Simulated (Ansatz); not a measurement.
# Strain response of TePb

Theory: DFT PBE, scalar-relativistic, plane waves, PAW in Ansatz 0.2.0. Settings: 420 eV cutoff, 6×6×4 k-mesh, Gaussian smearing of 0.02 eV, no spin polarisation.

Starting point, cell and atoms relaxed:

```
Te Pb
1.0
     3.28480    3.28480    0.00000
    -3.28480    3.28480    0.00000
     0.00000    0.00000    6.56961
Te Pb
2 2
Direct
  0.00000 0.00000 0.00000
  0.50000 0.50000 0.50000
  0.50000 0.50000 0.00000
  0.00000 0.00000 0.50000
```

Deformation: uniaxial strain along a, with the lengths of b and c and the atoms relaxed and the angles held, all within the symmetry that the strain leaves. Energies are extrapolated to zero smearing. On this cell's mesh the reference holds a stress of up to 0.19 GPa. Gaps are Kohn–Sham gaps over the whole zone.

Spin-orbit coupling is left out, which matters for the bands and energies of heavy elements.

(1) Give the structure at +3.0 %.

## Answers

(1)
```
Te Pb
1.0
     3.38335    3.38335    0.00000
    -3.22321    3.22321    0.00000
     0.00000    0.00000    6.57704
Te Pb
2 2
Cartesian
  0.0000 0.0000 0.0000
  0.0801 3.3033 3.2885
  0.0801 3.3033 0.0000
  0.0000 0.0000 3.2885
```
Space group Immm (71), 4.6 meV/atom over the relaxed crystal.